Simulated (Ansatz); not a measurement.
# Residual resistivity of an alloy: Os(0001) with 2 layers of random Os-Pd, 2x2

Wanted: resistance against the alloy's length, first Os(0001) with 2 layers of random Os-Pd, 2x2.

Calculated with Ansatz 0.2.0; Ansatz plane-wave DFT, PBE, PAW files; ballistic transport by layer matching (Landauer), zero bias; PAW set soft_1.

## (1) The structure

The cell holds 48 atoms: 42 Os and 6 Pd. Its edges and angles: a = 5.468 Å, b = 5.468 Å, c = 25.918 Å, α = 90.0°, β = 90.0°, γ = 120.0°. It derives from Os. Regions: lead, 40 atoms (40 Os); scattering region, 8 atoms (6 Pd and 2 Os). The structure is stacked along c, and the current runs across the ab planes.

## (2) With 2 alloy layers

In 2 layers a share of 0.75 of the sites is given to Pd at random. The layers about the cell's end stay perfect and serve as the lead. Energies from -0.05 to 0.05 eV in steps of 0.05 eV are too few for the program's thermal sum, so it prints no conductance; for a metal the transmission near the Fermi level serves, at a fraction of the cost.

File input.yaml:

```yaml
crystal:
  lattice:
    - [5.4682, 0.0, 0.0]
    - [-2.7341, 4.735600113, 0.0]
    - [0.0, 0.0, 25.9182]
  atoms:
    - { symbol: Os, position: [0.1666666667, 0.3333333333, 0.0416666667] }
    - { symbol: Os, position: [0.1666666667, 0.8333333333, 0.0416666667] }
    - { symbol: Os, position: [0.6666666667, 0.3333333333, 0.0416666667] }
    - { symbol: Os, position: [0.6666666667, 0.8333333333, 0.0416666667] }
    - { symbol: Os, position: [0.3333333333, 0.1666666667, 0.125] }
    - { symbol: Os, position: [0.3333333333, 0.6666666667, 0.125] }
    - { symbol: Os, position: [0.8333333333, 0.1666666667, 0.125] }
    - { symbol: Os, position: [0.8333333333, 0.6666666667, 0.125] }
    - { symbol: Os, position: [0.1666666667, 0.3333333333, 0.2083333333] }
    - { symbol: Os, position: [0.1666666667, 0.8333333333, 0.2083333333] }
    - { symbol: Os, position: [0.6666666667, 0.3333333333, 0.2083333333] }
    - { symbol: Os, position: [0.6666666667, 0.8333333333, 0.2083333333] }
    - { symbol: Os, position: [0.3333333333, 0.1666666667, 0.2916666667] }
    - { symbol: Os, position: [0.3333333333, 0.6666666667, 0.2916666667] }
    - { symbol: Os, position: [0.8333333333, 0.1666666667, 0.2916666667] }
    - { symbol: Os, position: [0.8333333333, 0.6666666667, 0.2916666667] }
    - { symbol: Os, position: [0.1666666667, 0.3333333333, 0.375] }
    - { symbol: Os, position: [0.1666666667, 0.8333333333, 0.375] }
    - { symbol: Os, position: [0.6666666667, 0.3333333333, 0.375] }
    - { symbol: Os, position: [0.6666666667, 0.8333333333, 0.375] }
    - { symbol: Pd, position: [0.3333333333, 0.1666666667, 0.4583333333] }
    - { symbol: Os, position: [0.3333333333, 0.6666666667, 0.4583333333] }
    - { symbol: Pd, position: [0.8333333333, 0.1666666667, 0.4583333333] }
    - { symbol: Pd, position: [0.8333333333, 0.6666666667, 0.4583333333] }
    - { symbol: Os, position: [0.1666666667, 0.3333333333, 0.5416666667] }
    - { symbol: Pd, position: [0.1666666667, 0.8333333333, 0.5416666667] }
    - { symbol: Pd, position: [0.6666666667, 0.3333333333, 0.5416666667] }
    - { symbol: Pd, position: [0.6666666667, 0.8333333333, 0.5416666667] }
    - { symbol: Os, position: [0.3333333333, 0.1666666667, 0.625] }
    - { symbol: Os, position: [0.3333333333, 0.6666666667, 0.625] }
    - { symbol: Os, position: [0.8333333333, 0.1666666667, 0.625] }
    - { symbol: Os, position: [0.8333333333, 0.6666666667, 0.625] }
    - { symbol: Os, position: [0.1666666667, 0.3333333333, 0.7083333333] }
    - { symbol: Os, position: [0.1666666667, 0.8333333333, 0.7083333333] }
    - { symbol: Os, position: [0.6666666667, 0.3333333333, 0.7083333333] }
    - { symbol: Os, position: [0.6666666667, 0.8333333333, 0.7083333333] }
    - { symbol: Os, position: [0.3333333333, 0.1666666667, 0.7916666667] }
    - { symbol: Os, position: [0.3333333333, 0.6666666667, 0.7916666667] }
    - { symbol: Os, position: [0.8333333333, 0.1666666667, 0.7916666667] }
    - { symbol: Os, position: [0.8333333333, 0.6666666667, 0.7916666667] }
    - { symbol: Os, position: [0.1666666667, 0.3333333333, 0.875] }
    - { symbol: Os, position: [0.1666666667, 0.8333333333, 0.875] }
    - { symbol: Os, position: [0.6666666667, 0.3333333333, 0.875] }
    - { symbol: Os, position: [0.6666666667, 0.8333333333, 0.875] }
    - { symbol: Os, position: [0.3333333333, 0.1666666667, 0.9583333333] }
    - { symbol: Os, position: [0.3333333333, 0.6666666667, 0.9583333333] }
    - { symbol: Os, position: [0.8333333333, 0.1666666667, 0.9583333333] }
    - { symbol: Os, position: [0.8333333333, 0.6666666667, 0.9583333333] }
kpoints:
  mp_grid: { grid: [5, 5, 1] }
hamiltonian:
  xc: pbe
  pseudopotentials: { kind: paw, azcp: { folder: soft_1 } }
scf:
  occupations: { method: fermi_dirac, width: 0.1 }
output:
  transmission:
    leads: [[0, 8]]
    kmesh: [10, 10]
    e_range: [-0.05, 0.05]
    de: 0.05
  write_potential: true
  write_density: true
  volumetric_format: npy
```

On the command line:

```
$ ansatz run input.yaml --threads 4 --pin off --max-ram 15360MiB --backend cpu --events-out ev --progress --plain --runs-dir out
```

Numbers of over 12 decimals in the logs are rounded to 6 here.

What it wrote:

```text
Engine: ansatz 0.2.0, aarch64-unknown-linux-gnu
Pseudopotentials: kind: paw
Pseudopotential: Os, paw, valence charge 16, recommended cutoff 420 eV (normal), soft_1/Os.paw.azcp
Pseudopotential: Pd, paw, valence charge 18, recommended cutoff 420 eV (normal), soft_1/Pd.paw.azcp
Functional definition: PBE
  parameter kappa = 0.804
  parameter beta = 0.066725
  exchange = pbe_x(kappa = kappa, mu = beta*pi^2/3)
  correlation = pbe_c(beta = beta)
Crystal: 48 atoms, lattice volume = 671.157 Å³
Basis set: ecut = 420 eV, 13017 PW (Γ)
Bands: 468, of which v1, the nominal top of the filled ones, is band 390 counted from 1 (389 counted from 0)
Symmetry: 4 space group operations
Space group: C2/m (ITA 12), of the structure as read, at distance tolerance 8.8e-5 Å
k-points: 9 of 25
Non-local potential: Os, projectors of the file, l = 0: 3, l = 1: 2, l = 2: 2, l = 3: 1
Non-local potential: Pd, projectors of the file, l = 0: 2, l = 1: 2, l = 2: 2, l = 3: 1
PAW form: soft (Blöchl's): semilocal exchange-correlation on the pseudo side does not see the compensation charge
PAW one-centre angular grid: Os, 590 points (default); XC on 64 Gauss nodes
PAW one-centre angular grid: Pd, 590 points (default); XC on 64 Gauss nodes
Initial density: superposition of atomic densities (chi_scale 0.1, normalization cell)
Initial wavefunctions: pseudopotential atomic-orbital guess
Functional: x = pbe(κ = 0.804, μ = 0.219515), c = pbe(β = 0.066725)
SCF iter   1: F=—  HF=-520118.325388 eV  |F-HF|=—  |Δ(HF+E_count)|=         —  Δρ=2.62e-1  dr2=5.61e3  ethr=3.10e-3  ⟨swp⟩=5.6  Hψ=13908  notcnv=0  defer=36
preconditioner: auto → Kerker (q_TF=auto, 2.797 Å⁻¹)  [metal: Δε(μ)=0.013 eV  Ē_g=6.409 eV  σ=0.100 eV  W_gap=0.03  n_scr=268 (ndim 8)  ℏωp=28.5 eV  f_vac=0.000  D(μ)=33.35/eV (n_scr^D=318)]
SCF iter   2: F=—  HF=-520065.851825 eV  |F-HF|=—  |Δ(HF+E_count)|=    5.25e1  Δρ=1.38e-1  dr2=2.12e3  ethr=3.10e-3  ⟨swp⟩=2.6  Hψ=8657  notcnv=0  defer=83
SCF iter   3: F=—  HF=-520045.198062 eV  |F-HF|=—  |Δ(HF+E_count)|=    2.07e1  Δρ=3.16e-2  dr2=1.17e1  ethr=3.10e-3  ⟨swp⟩=3.1  Hψ=7306  notcnv=0  defer=98
SCF iter   4: F=—  HF=-520043.525806 eV  |F-HF|=—  |Δ(HF+E_count)|=    1.67e0  Δρ=2.14e-2  dr2=5.09e1  ethr=1.50e-3  ⟨swp⟩=2.3  Hψ=8358  notcnv=0  defer=93  recentre
SCF iter   5: F=—  HF=-520043.043908 eV  |F-HF|=—  |Δ(HF+E_count)|=   4.82e-1  Δρ=3.96e-3  dr2=1.65e0  ethr=1.50e-3  ⟨swp⟩=2.2  Hψ=4559  notcnv=0  defer=92
SCF iter   6: F=—  HF=-520043.023081 eV  |F-HF|=—  |Δ(HF+E_count)|=   2.08e-2  Δρ=1.25e-3  dr2=1.75e-2  ethr=2.12e-4  ⟨swp⟩=1.2  Hψ=4532  notcnv=0  defer=92
SCF iter   7: F=—  HF=-520043.019795 eV  |F-HF|=—  |Δ(HF+E_count)|=   3.29e-3  Δρ=2.88e-4  dr2=5.48e-4  ethr=2.24e-6  ⟨swp⟩=2.0  Hψ=7355  notcnv=0  defer=92
SCF iter   8: F=—  HF=-520043.019729 eV  |F-HF|=—  |Δ(HF+E_count)|=   6.57e-5  Δρ=8.04e-5  dr2=2.22e-4  ethr=7.02e-8  ⟨swp⟩=2.0  Hψ=7252  notcnv=0  defer=92
SCF iter   9: F=—  HF=-520043.019736 eV  |F-HF|=—  |Δ(HF+E_count)|=   7.00e-6  Δρ=2.85e-5  dr2=1.53e-5  ethr=2.85e-8  ⟨swp⟩=2.0  Hψ=4975  notcnv=0  defer=92
SCF iter  10: F=—  HF=-520043.020645 eV  |F-HF|=—  |Δ(HF+E_count)|=   9.09e-4  Δρ=4.65e-6  dr2=1.07e-6  ethr=1.96e-9  ⟨swp⟩=2.0  Hψ=6928  notcnv=0  defer=92
SCF iter  11: F=—  HF=-520043.020645 eV  |F-HF|=—  |Δ(HF+E_count)|=   1.94e-8  Δρ=1.28e-6  dr2=1.02e-7  ethr=1.28e-11  ⟨swp⟩=8.7  Hψ=9698  notcnv=0
SCF iter  12: F=-520043.020645 eV  HF=-520043.020645 eV  |F-HF|=4.07e-10  |Δ(HF+E_count)|=   1.75e-9  Δρ=2.18e-7  dr2=7.17e-10  ethr=1.28e-11  ⟨swp⟩=2.0  Hψ=7179  notcnv=0
SCF 1 converged in 12 iterations: F = -520043.020645 eV  dr2 = 7.17e-10
  greatest PAW one-centre occupation: 1.000 electrons in one spin orbital (limit 2), on the Os atom at site 40 (counted from 0), in its partial waves of l = 0
transmission: 152 of 1488 steps passed
transmission: 299 of 1488 steps passed
[...]
transmission: 1488 of 1488 steps passed
SCF converged after 12 iterations
Free energy (F): -520043.020645 eV
Harris-Foulkes:  -520043.020645 eV  (|F-HF|=4.07e-10)
Internal energy: -520041.881798 eV  (E = F + TS)
E sigma→0 (E₀):  -520042.451222 eV
Entropy (-TS):   -1.138847 eV (-23.726 meV/atom)
Fermi energy:    25.502190 eV
--- Per-component energies (eV) ---
  E_band       = -3387.719662
  E_kinetic    = 23376.238286
  E_local      = -50473.325918  (includes V_loc(G=0)·N_el)
  E_nonlocal   = 10456.386024
  E_hartree    = 18853.260939
  E_xc         = -10669.092572
  E_vxc        = -11414.374331  (∫ρ·V_xc dr)
  E_paw        = -402841.305190  (= ΣΔE_a)
  E_vpaw       = -13039.186802  (= ΣTr[D̂ρ^β])
  E_aug_tail   = 0.019717  (compensation charges beyond the density's cutoff)
  E_ewald      = -108744.063084
  E_smearing   = -1.138847  (= −TS)
  E_closure    = 0.000000  (closes the sum)
  Σ components = -520043.020645   (vs F -520043.020645, Δ=0.00e0)
--- Band table (eV; the first three rows and the last of 9) ---
  k-point 0: bands = [... 386 lower, 26.0060, 26.1853, 26.1959, 26.2193, 26.2299, 26.2508, 26.2599, 26.2639, ... 74 higher]
  k-point 1: bands = [... 386 lower, 25.5323, 25.6450, 25.7829, 25.8033, 26.0742, 26.0768, 26.1745, 26.2775, ... 74 higher]
  k-point 2: bands = [... 386 lower, 25.1458, 25.2821, 25.3327, 25.3434, 25.3590, 25.4164, 25.4582, 25.5430, ... 74 higher]
  k-point 8: bands = [... 386 lower, 25.2850, 25.3164, 25.3315, 25.3638, 25.5556, 25.5767, 25.6204, 25.6246, ... 74 higher]
--- Transmission ---
  basis      : 223 plane waves across, 48 finite elements along
  points     : 31, standing for a mesh of 10 x 10
  energies   : 3 from -0.050000 to 0.050000 eV about the Fermi level, 0.050000 eV apart; the leads are filled to 0.000000 eV, and channels, transmission and decay are at 0.000000 eV
  crystal 0  : Os8, at the sites [0, 8], period 4.3197 Å, over 21.60 Å; its Hamiltonian steps by up to 33.7 meV: too much for a lead, lay more layers or, if its atoms are ordered, name the step of that order
    offset         : up to 0.0000 Å between an atom of the period and one for which it stands
    channels       : 4.550000e0 a spin
    conductance    : none, the energies end too early or step too widely for 300 K: set another output.transmission.e_range or a lower de, or, where they end at an eighth of basis.ecutwfc, a higher one
  junction   : crystal 0 to crystal 0, 0.70 to 22.30 Å
    transmission   : 2.231234e0 a spin
    conductance    : none, the energies end too early or step too widely for 300 K: set another output.transmission.e_range or a lower de, or, where they end at an eighth of basis.ecutwfc, a higher one
```

It took 5.4 min on 4 threads of Arm Neoverse V1, shared host; peak memory 5.9 GiB.

This step gave:

- free energy: -520043.0206 eV
- energy at zero smearing: -520042.4512 eV
- Fermi energy: 25.50 eV
- cell area: 25.90 Å²
- transmission per spin nearest the Fermi level: 2.231
- open channels per spin nearest the Fermi level: 4.55
- step of the lead's potential: 33.7 meV

Per spin. The transmission, zone mean by energy, zero at the Fermi level:

```tsv
energy (eV)	transmission, zone mean
-0.0500	2.32
0.0000	2.23
0.0500	2.22
```

Per spin. The open channels, zone mean, lead by energy, zero at the Fermi level:

```tsv
energy (eV)	open channels, zone mean, lead
-0.0500	4.74
0.0000	4.55
0.0500	4.51
```

Transmission over k1 and k2. At 0.0000 eV from the Fermi level.

Values, 10 rows by 10 columns:
```
2.31 2.40 1.97 1.97 2.48 2.52 2.73 1.42 1.06 0.91
1.36 2.46 2.09 2.56 1.89 2.20 2.48 1.56 1.06 0.48
1.36 2.05 2.36 2.28 3.09 2.28 1.89 1.97 1.56 0.91
2.31 2.46 2.36 2.17 3.88 4.26 3.09 2.56 1.97 2.48
3.15 2.40 2.09 2.28 3.88 5.25 3.88 2.28 2.09 2.40
2.31 2.48 1.97 2.56 3.09 4.26 3.88 2.17 2.36 2.46
1.36 0.91 1.56 1.97 1.89 2.28 3.09 2.28 2.36 2.05
1.36 0.48 1.06 1.56 2.48 2.20 1.89 2.56 2.09 2.46
2.31 0.91 1.06 1.42 2.73 2.52 2.48 1.97 1.97 2.40
3.15 2.48 1.56 1.56 2.73 3.19 2.73 1.56 1.56 2.48
```
Columns: k1 (b1) from -0.5 to 0.4; rows upwards: k2 (b2) from -0.5 to 0.4.

Open channels over k1 and k2. At 0.0000 eV from the Fermi level.

Ten even steps from '_' (2.0) to '@' (11.0):
```
::----------::..__..
..------------..____
..--------------....
::------++++------::
==------++@@++------
::::------++++------
......--------------
..____..------------
::..__..::----------
==::....::==::....::
```
Columns: k1 (b1) from -0.5 to 0.4; rows upwards: k2 (b2) from -0.5 to 0.4.

Over the solved energies the transmission per spin lies between 2.22 and 2.32, out of 4.6 channels of the lead on average (up to 4.74). The log calls the step of a lead's potential too much.

## (3) With 6 alloy layers

In 6 layers a share of 0.75 of the sites is given to Pd at random. A fresh draw is used; the growth of the resistance with length is what counts.

System of this step: Os(0001) with 6 layers of random Os-Pd, 2x2. The cell holds 64 atoms: 46 Os and 18 Pd. Its edges and angles: a = 5.468 Å, b = 5.468 Å, c = 34.558 Å, α = 90.0°, β = 90.0°, γ = 120.0°. It derives from Os. Regions: lead, 40 atoms (40 Os); scattering region, 24 atoms (6 Os and 18 Pd). The structure is stacked along c, and the current runs across the ab planes.

File input.yaml:

```yaml
crystal:
  lattice:
    - [5.4682, 0.0, 0.0]
    - [-2.7341, 4.735600113, 0.0]
    - [0.0, 0.0, 34.5576]
  atoms:
    - { symbol: Os, position: [0.1666666667, 0.3333333333, 0.03125] }
    - { symbol: Os, position: [0.1666666667, 0.8333333333, 0.03125] }
    - { symbol: Os, position: [0.6666666667, 0.3333333333, 0.03125] }
    - { symbol: Os, position: [0.6666666667, 0.8333333333, 0.03125] }
    - { symbol: Os, position: [0.3333333333, 0.1666666667, 0.09375] }
    - { symbol: Os, position: [0.3333333333, 0.6666666667, 0.09375] }
    - { symbol: Os, position: [0.8333333333, 0.1666666667, 0.09375] }
    - { symbol: Os, position: [0.8333333333, 0.6666666667, 0.09375] }
    - { symbol: Os, position: [0.1666666667, 0.3333333333, 0.15625] }
    - { symbol: Os, position: [0.1666666667, 0.8333333333, 0.15625] }
    - { symbol: Os, position: [0.6666666667, 0.3333333333, 0.15625] }
    - { symbol: Os, position: [0.6666666667, 0.8333333333, 0.15625] }
    - { symbol: Os, position: [0.3333333333, 0.1666666667, 0.21875] }
    - { symbol: Os, position: [0.3333333333, 0.6666666667, 0.21875] }
    - { symbol: Os, position: [0.8333333333, 0.1666666667, 0.21875] }
    - { symbol: Os, position: [0.8333333333, 0.6666666667, 0.21875] }
    - { symbol: Os, position: [0.1666666667, 0.3333333333, 0.28125] }
    - { symbol: Os, position: [0.1666666667, 0.8333333333, 0.28125] }
    - { symbol: Os, position: [0.6666666667, 0.3333333333, 0.28125] }
    - { symbol: Os, position: [0.6666666667, 0.8333333333, 0.28125] }
    - { symbol: Os, position: [0.3333333333, 0.1666666667, 0.34375] }
    - { symbol: Pd, position: [0.3333333333, 0.6666666667, 0.34375] }
    - { symbol: Pd, position: [0.8333333333, 0.1666666667, 0.34375] }
    - { symbol: Os, position: [0.8333333333, 0.6666666667, 0.34375] }
    - { symbol: Pd, position: [0.1666666667, 0.3333333333, 0.40625] }
    - { symbol: Os, position: [0.1666666667, 0.8333333333, 0.40625] }
    - { symbol: Pd, position: [0.6666666667, 0.3333333333, 0.40625] }
    - { symbol: Pd, position: [0.6666666667, 0.8333333333, 0.40625] }
    - { symbol: Pd, position: [0.3333333333, 0.1666666667, 0.46875] }
    - { symbol: Pd, position: [0.3333333333, 0.6666666667, 0.46875] }
    - { symbol: Os, position: [0.8333333333, 0.1666666667, 0.46875] }
    - { symbol: Pd, position: [0.8333333333, 0.6666666667, 0.46875] }
    - { symbol: Pd, position: [0.1666666667, 0.3333333333, 0.53125] }
    - { symbol: Pd, position: [0.1666666667, 0.8333333333, 0.53125] }
    - { symbol: Pd, position: [0.6666666667, 0.3333333333, 0.53125] }
    - { symbol: Pd, position: [0.6666666667, 0.8333333333, 0.53125] }
    - { symbol: Pd, position: [0.3333333333, 0.1666666667, 0.59375] }
    - { symbol: Os, position: [0.3333333333, 0.6666666667, 0.59375] }
    - { symbol: Pd, position: [0.8333333333, 0.1666666667, 0.59375] }
    - { symbol: Os, position: [0.8333333333, 0.6666666667, 0.59375] }
    - { symbol: Pd, position: [0.1666666667, 0.3333333333, 0.65625] }
    - { symbol: Pd, position: [0.1666666667, 0.8333333333, 0.65625] }
    - { symbol: Pd, position: [0.6666666667, 0.3333333333, 0.65625] }
    - { symbol: Pd, position: [0.6666666667, 0.8333333333, 0.65625] }
    - { symbol: Os, position: [0.3333333333, 0.1666666667, 0.71875] }
    - { symbol: Os, position: [0.3333333333, 0.6666666667, 0.71875] }
    - { symbol: Os, position: [0.8333333333, 0.1666666667, 0.71875] }
    - { symbol: Os, position: [0.8333333333, 0.6666666667, 0.71875] }
    - { symbol: Os, position: [0.1666666667, 0.3333333333, 0.78125] }
    - { symbol: Os, position: [0.1666666667, 0.8333333333, 0.78125] }
    - { symbol: Os, position: [0.6666666667, 0.3333333333, 0.78125] }
    - { symbol: Os, position: [0.6666666667, 0.8333333333, 0.78125] }
    - { symbol: Os, position: [0.3333333333, 0.1666666667, 0.84375] }
    - { symbol: Os, position: [0.3333333333, 0.6666666667, 0.84375] }
    - { symbol: Os, position: [0.8333333333, 0.1666666667, 0.84375] }
    - { symbol: Os, position: [0.8333333333, 0.6666666667, 0.84375] }
    - { symbol: Os, position: [0.1666666667, 0.3333333333, 0.90625] }
    - { symbol: Os, position: [0.1666666667, 0.8333333333, 0.90625] }
    - { symbol: Os, position: [0.6666666667, 0.3333333333, 0.90625] }
    - { symbol: Os, position: [0.6666666667, 0.8333333333, 0.90625] }
    - { symbol: Os, position: [0.3333333333, 0.1666666667, 0.96875] }
    - { symbol: Os, position: [0.3333333333, 0.6666666667, 0.96875] }
    - { symbol: Os, position: [0.8333333333, 0.1666666667, 0.96875] }
    - { symbol: Os, position: [0.8333333333, 0.6666666667, 0.96875] }
kpoints:
  mp_grid: { grid: [5, 5, 1] }
hamiltonian:
  xc: pbe
  pseudopotentials: { kind: paw, azcp: { folder: soft_1 } }
scf:
  occupations: { method: fermi_dirac, width: 0.1 }
output:
  transmission:
    leads: [[0, 8]]
    kmesh: [10, 10]
    e_range: [-0.05, 0.05]
    de: 0.05
  write_potential: true
  write_density: true
  volumetric_format: npy
```

What it wrote:

```text
[...]
Crystal: 64 atoms, lattice volume = 894.876 Å³
Basis set: ecut = 420 eV, 17377 PW (Γ)
Bands: 636, of which v1, the nominal top of the filled ones, is band 530 counted from 1 (529 counted from 0)
Symmetry: 1 space group operations
[...]
k-points: 13 of 25 (time reversal used)
[...]
SCF iter   1: F=—  HF=-649426.031296 eV  |F-HF|=—  |Δ(HF+E_count)|=         —  Δρ=3.37e-1  dr2=3.57e4  ethr=3.10e-3  ⟨swp⟩=5.1  Hψ=27185  notcnv=0  defer=206
[...]
SCF iter  13: F=-649257.446795 eV  HF=-649257.446795 eV  |F-HF|=1.14e-8  |Δ(HF+E_count)|=   1.00e-8  Δρ=4.68e-7  dr2=1.21e-8  ethr=9.43e-12  ⟨swp⟩=8.8  Hψ=21969  notcnv=0
SCF 1 converged in 13 iterations: F = -649257.446795 eV  dr2 = 1.21e-8
[...]
transmission: 334 of 3328 steps passed
transmission: 666 of 3328 steps passed
[...]
transmission: 3328 of 3328 steps passed
SCF converged after 13 iterations
Free energy (F): -649257.446795 eV
[...]
Internal energy: -649255.657995 eV  (E = F + TS)
E sigma→0 (E₀):  -649256.552395 eV
Entropy (-TS):   -1.788800 eV (-27.950 meV/atom)
Fermi energy:    24.794691 eV
[...]
--- Band table (eV; the first three rows and the last of 13) ---
  k-point 0: bands = [... 526 lower, 25.3172, 25.3386, 25.3676, 25.3730, 25.4608, 25.5442, 25.5989, 25.6277, ... 102 higher]
  k-point 1: bands = [... 526 lower, 24.9845, 25.0501, 25.0822, 25.0951, 25.1639, 25.1821, 25.2657, 25.2935, ... 102 higher]
  k-point 2: bands = [... 526 lower, 24.5565, 24.5816, 24.6067, 24.6304, 24.6608, 24.6780, 24.7537, 24.7871, ... 102 higher]
  k-point 12: bands = [... 526 lower, 24.6300, 24.6807, 24.7279, 24.7749, 24.7970, 24.8303, 24.8498, 24.9134, ... 102 higher]
--- Transmission ---
  basis      : 223 plane waves across, 64 finite elements along
  points     : 52, standing for a mesh of 10 x 10
[...]
channels       : 4.430000e0 a spin
[...]
junction   : crystal 0 to crystal 0, 0.70 to 30.94 Å
    transmission   : 1.191869e0 a spin
[...]
```

Run time: 21 min. Hardware: 4 threads; peak memory 7.9 GiB; 78 min of CPU time.

Numbers from this step:

* free energy: -649257.4468 eV
* energy at zero smearing: -649256.5524 eV
* Fermi energy: 24.79 eV
* transmission per spin nearest the Fermi level: 1.192
* open channels per spin nearest the Fermi level: 4.43
* step of the lead's potential: 13.3 meV

Per spin. The transmission, zone mean by energy, zero at the Fermi level:

```tsv
energy (eV)	transmission, zone mean
-0.0500	1.21
0.0000	1.19
0.0500	1.23
```

Over the solved energies the transmission per spin lies between 1.19 and 1.23, out of 4.49 channels of the lead on average (up to 4.55).

(Continued in part 2 of 2.)

[Logs are printed without paths, hosts, clocks, repeated set-up lines and the standing remarks that a program may print on its own settings, such as how far it seeks lower states.]

[Hosts, paths, dates, database ids (printed as entryN), source tags and the programs' standing remarks are cut or masked in the printed files.]
